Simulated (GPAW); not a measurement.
# Collinear magnetic orders of free-standing square Cr monolayer, spacing 3.072 A with GPAW, part 2 of 2

A self-consistent run ends on one state, which hangs on the start. Several orders of free-standing square Cr monolayer, spacing 3.072 A are started in GPAW and their energies compared.

GPAW 26.7.0; revPBE; plane waves with GPAW's PAW setups, scalar-relativistic.

So far, largest spin moment in the augmentation sphere (μB): step 2 (start 1: ferro +) 3.93; step 3 (start 2: antiferro q=(1/2,1/2,0) +-) 3.81.

## Step 4: Run 3 (antiferro q=(0,1/2,0) +-)

Another pattern of signs weighs the neighbour shells otherwise.

This order needs a doubled cell of 2 atoms. Its mesh is chosen so that both cells sample the same points.

Contents of order3.py:

```python
import json
import numpy as np
from ase import Atoms
from ase.parallel import paropen, parprint
from gpaw import GPAW

atoms = Atoms(['Cr', 'Cr'],
    cell=[[3.072, 0.0, 0.0],
         [0.0, 6.144, 0.0],
         [0.0, 0.0, 14.0]],
    scaled_positions=[[0.0, 0.0, 0.5],
         [0.0, 0.5, 0.5]],
    pbc=True,
    magmoms=[2.5, -2.5])
atoms.calc = GPAW(mode={'name': 'pw', 'ecut': 550},
    xc='revPBE',
    kpts={'size': (10, 5, 1), 'gamma': True},
    occupations={'name': 'fermi-dirac', 'width': 0.05},
    convergence={'density': 1e-05, 'energy': 1e-05},
    maxiter=200,
    symmetry={'tolerance': 1e-4},
    txt='order3.txt')
e = atoms.get_potential_energy(force_consistent=True)
res = {'free_energy': e, 'energy_sigma0': atoms.get_potential_energy(), 'fermi_energy': atoms.calc.get_fermi_level()}
res['moments'] = atoms.get_magnetic_moments().tolist()
res['total'] = atoms.get_magnetic_moment()
parprint('site moments (muB):', np.round(res['moments'], 3))
parprint(f"total moment: {res['total']:.3f} muB")
parprint(f'free energy: {e:.6f} eV')
atoms.calc.write('order3.gpw')
with paropen('results.json', 'w') as f:
    json.dump(res, f)
```

Run with:

```sh
$ OMP_NUM_THREADS=1 python3 order3.py > order3.log
```

The program printed:

```text
site moments (muB): [ 3.89 -3.89]
total moment: 0.000 muB
free energy: -13.508547 eV

--- order3.txt ---
Input parameters:
  mode=PW(ecut=550),
  convergence={'density': 1e-05, 'energy': 1e-05},
  kpts=MonkhorstPack(size=(10, 5, 1), gamma=True),
  maxiter=200,
  occupations=Occupations(name='fermi-dirac', width=0.05),
  symmetry=Symmetry(tolerance=0.0001),
  xc=XC(name='revPBE')

Diagonalizing LCAO Hamiltonian
[...]
|          3 |        -3.209 |     1.000 |        -3.209 |     1.000 |
|          4 |        -2.624 |     0.979 |        -2.624 |     0.979 |
[...]
|          8 |         0.254 |     0.000 |         0.254 |     0.000 |
|          9 |         0.555 |     0.000 |         0.555 |     0.000 |
|         10 |         1.227 |     0.000 |         1.227 |     0.000 |
|         11 |         1.443 |     0.000 |         1.443 |     0.000 |

No gap
No difference between direct/indirect transitions


[key lines of the parts left out:]
Free energy:     -13.508547
Converged in 17 steps
dipole moment: (-14.474715, -14.474683, 0.000152)  # |e|*Ang
Fermi level: -2.431
```

The job ended after 90 s (1 MPI rank of Intel Xeon Platinum 8259CL at 2.50GHz (Skylake/Cascade Lake), shared host; peak memory 0.34 GiB).

Spin moment in the augmentation sphere by atom:

```tsv
atom	spin moment in the augmentation sphere (μB)
Cr1	3.89
Cr2	-3.89
```

This step gave:

```
magnetization : 0 μB
final state   : antiferromagnetic
```

It lies 212 meV a seeded atom under the first start, and its largest moment is 3.89 μB against 3.93 μB.

## Step 5: Run 4 (no spin polarisation)

A run without seeds gives the energy of the state without moments.

Contents of nospin.py:

```python
import json
import numpy as np
from ase import Atoms
from ase.parallel import paropen, parprint
from gpaw import GPAW

atoms = Atoms(['Cr'],
    cell=[[3.072, 0.0, 0.0],
         [0.0, 3.072, 0.0],
         [0.0, 0.0, 14.0]],
    scaled_positions=[[0.0, 0.0, 0.5]],
    pbc=True)
atoms.calc = GPAW(mode={'name': 'pw', 'ecut': 550},
    xc='revPBE',
    kpts={'size': (10, 10, 1), 'gamma': True},
    occupations={'name': 'fermi-dirac', 'width': 0.05},
    convergence={'density': 1e-05, 'energy': 1e-05},
    maxiter=200,
    symmetry={'tolerance': 1e-4},
    txt='nospin.txt')
e = atoms.get_potential_energy(force_consistent=True)
res = {'free_energy': e, 'energy_sigma0': atoms.get_potential_energy(), 'fermi_energy': atoms.calc.get_fermi_level()}
parprint(f'free energy: {e:.6f} eV')
atoms.calc.write('nospin.gpw')
with paropen('results.json', 'w') as f:
    json.dump(res, f)
```

Run with:

```sh
$ OMP_NUM_THREADS=1 python3 nospin.py > nospin.log
```

The program printed:

```text
free energy: -4.138871 eV

--- nospin.txt ---
Input parameters:
  mode=PW(ecut=550),
  convergence={'density': 1e-05, 'energy': 1e-05},
  kpts=MonkhorstPack(size=(10, 10, 1), gamma=True),
  maxiter=200,
  occupations=Occupations(name='fermi-dirac', width=0.05),
  symmetry=Symmetry(tolerance=0.0001),
  xc=XC(name='revPBE')

Diagonalizing LCAO Hamiltonian
Converting LCAO to pw mode
   .-------.
  /|       |
 * |       |
[...]
| band index |      eig [eV] | occ [0-2] |
|------------|---------------|-----------|
|          0 |        -5.827 |     2.000 |
|          1 |        -3.573 |     2.000 |
|          2 |        -3.002 |     1.994 |
|          3 |        -2.236 |     0.000 |
|          4 |        -2.236 |     0.000 |
|          5 |        -1.759 |     0.000 |
|          6 |        -1.518 |     0.000 |
|          7 |         1.082 |     0.000 |

No gap
No difference between direct/indirect transitions


[key lines of the parts left out:]
Free energy:      -4.138871
Converged in 15 steps
dipole moment: (-7.382631, -7.382631, 0.000076)  # |e|*Ang
Fermi level: -2.711
```

Run time: 20 s. Hardware: 1 MPI rank; peak memory 0.18 GiB.

This step gave:

```yaml
final_state: non-magnetic (no spin polarisation)
```

It lies 2404 meV a seeded atom over the first start.

## Step 6: Ranking

These are free energies at a smearing of 0.05 eV, so its entropy term is in the differences. They are divided by the number of seeded atoms, so that cells of unlike size compare. Wavevectors q in the names are fractions of the reciprocal vectors of the first run's cell.

Orders:

```tsv
start	final state	typed order kept	energy over the lowest (meV a seeded atom)	largest site moment (μB)	net moment (μB a primitive cell)	mesh matched	CPU time (s)
ferro +	ferromagnetic	yes	256.8	3.934	5.091	yes	35.82
antiferro q=(1/2,1/2,0) +-	antiferromagnetic	yes	0	3.813	0	yes	149.5
antiferro q=(0,1/2,0) +-	antiferromagnetic	yes	45.08	3.89	0	yes	90.37
no spin polarisation	non-magnetic	-	2660	0	0	yes	19.43
```

## Step 7: Summary of results

| Property | Result |
| --- | --- |
| lowest state found | antiferromagnetic (typed antiferro q=(1/2,1/2,0) +-) |
| largest site moment | 3.81 μB |
| next state | antiferromagnetic, 45.1 meV a seeded atom higher |
| energy gained by spin polarisation | 2660 meV a seeded atom |

The lowest state found is antiferromagnetic, reached from the start antiferro q=(1/2,1/2,0) +-, with moments up to 3.81 μB. The next state costs 45 meV a seeded atom. Only 4 starts are shown; other collinear patterns, canted and longer-period orders are not.

[Logs and program files are shortened in this print: banners, set-up blocks, solver, clock and traceback lines can be left out without a mark of their own.]

[Logs are printed without paths, hosts, clocks, repeated set-up lines and the standing remarks that a program may print on its own settings, such as how far it seeks lower states.]

[Hosts, paths, dates, database ids (printed as entryN), source tags and the programs' standing remarks are cut or masked in the printed files.]

[Where a cell is said to come from a database of computed structures, the database is the Materials Project.]
